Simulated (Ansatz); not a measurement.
# Structures of AlRu: which is lowest?

Plane-wave DFT in Ansatz with scalar-relativistic PAW potentials, cutoff 420 eV, Γ-centred meshes chosen by cell and gap, Gaussian smearing with energies taken to zero width. Every cell was relaxed (cell and atoms) in a run of its own, within the symmetry of its start. Functional: PBE.

Relaxed structures (starts from databases or built by putting these elements on another compound's sites):
A. Pm-3m, 2 atoms in the computed cell, a = 3.003 Å; sites (symmetry × multiplicity) Al m-3m × 1, Ru m-3m × 1; start: built
B. P6_3/mmc, 4 atoms in the computed cell, a = 2.877 Å, c = 7.910 Å; sites (symmetry × multiplicity) Al -3m. × 2, Ru -6m2 × 2; start: built

Q: Rank them by energy. Could pressure change the order?

A:
```csv
structure,group,E − E(lowest) (meV/atom),V (Å³/atom),gap on mesh (eV)
A,Pm-3m,0.0,13.55,0.00
B,P6_3/mmc,272,14.17,0.00
```

A is lowest, 272 meV/atom under B. The lowest is also the densest of these, so pressure wouldn't bring one of the others in at first order. Other structures may lie lower than all of these, and vibrations aren't counted.